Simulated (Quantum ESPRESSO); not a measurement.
EuO: Hubbard U by linear response with PBE+U

**Measured values to compare with.**

From a printed reference work, monograph, for a bulk crystal of EuO at 300 K: band gap 1.115 eV (optical).

Crystal: EuO.

```
Eu O
1.0
     0.00000    2.57195    2.57195
     2.57195    0.00000    2.57195
     2.57195    2.57195    0.00000
Eu O
1 1
Direct
  0.00000 0.00000 0.00000
  0.50000 0.50000 0.50000
```

```json
{"Program": "Quantum ESPRESSO 7.5", "Task": "Hubbard U by linear response", "Functional": "PBE", "Potentials or basis": "JTH 2.0 PBE", "Cutoff": "680 eV", "Density cutoff": "4082 eV", "k mesh": "8 × 8 × 8", "Occupations": "gaussian, width 0.136 eV", "Spin": "collinear spin, ferromagnetic start", "Starting moments": "[7.0, 0.0] μB", "Hubbard terms": "Eu f U = 0.0001 eV", "Start of the occupations": "default", "Hubbard projectors": "ortho-atomic", "Mixing beta": "0.3", "Most SCF iterations": "120", "SCF threshold": "4e-10 Ry", "q mesh": "2 × 2 × 2"}
```

* Pressure: -4.4 GPa
* Band gap on the k mesh: none (metal or under the smearing width)
* Net moment: 6.95 μB per cell
* Absolute moment: 7.14 μB per cell
* Site moments: Eu +6.54; O -0.08 μB
* Valence electrons inside the program's atomic spheres: Eu 13.76; O 6.48
* Hubbard U from linear response: 4.19 eV

Levels at points of the mesh, in eV from the Fermi level:
Spin up:
```tsv
k point	band 13	band 14	band 15	band 16	band 17	band 18
(0.00, 0.00, 0.00)	-0.28	0.03	0.03	0.03	1.42	1.42
(0.00, 0.00, -0.50)	-0.31	-0.30	-0.27	2.05	4.12	4.12
(0.00, -0.50, -0.50)	-0.41	-0.32	-0.07	-0.07	3.20	5.48
```
Spin down:
```csv
k point,band 4,band 5,band 6,band 7,band 8,band 9,band 10,band 11,band 12,band 13
"(0.00, 0.00, 0.00)",-17.89,-17.89,-3.90,-3.90,-3.90,0.54,2.55,2.55,2.55,3.52
"(0.00, 0.00, -0.50)",-17.99,-16.61,-5.90,-4.99,-4.99,2.89,3.52,3.98,3.98,4.38
"(0.00, -0.50, -0.50)",-18.31,-18.31,-3.96,-3.86,-3.86,-0.39,4.00,4.11,4.17,4.23
```

Eigenvalues of the final occupation matrices:
```tsv
site	spin	trace	eigenvalues
Eu 1 4f	1	6.16	0.86 0.86 0.86 0.88 0.90 0.90 0.90
Eu 1 4f	2	0.06	0.00 0.00 0.00 0.00 0.02 0.02 0.02
```

Hubbard U from linear response:
```
site  manifold  U (eV)
   1     Eu-4f    4.19
```
On the first site the bare response is -0.770 and the screened one -0.176 eV⁻¹.

It took 14 min on 1 thread of Arm Neoverse V2, with other jobs on the host, peak memory 0.32 GiB.

A measured gap of EuO is 1.115 eV (optical; 300 K; a printed reference work, monograph); the calculated 0.00 eV misses it by -1.11 eV. So large a miss can be the level of theory's own, or it may mean another phase, state or a wrong row. Spin-orbit coupling on Eu is left out. The value is that of PBE+U on a finite k mesh, which can miss the band edges, without temperature or zero-point motion. The run's magnetic order (collinear spin, ferromagnetic start) needn't be the measured crystal's.

Caveat: spin-orbit coupling is left out, which moves the levels of the heavy elements; a cell with one magnetic atom can't hold antiferromagnetic order, which such compounds often take. The state reached can hang on the start; a lower one may exist.
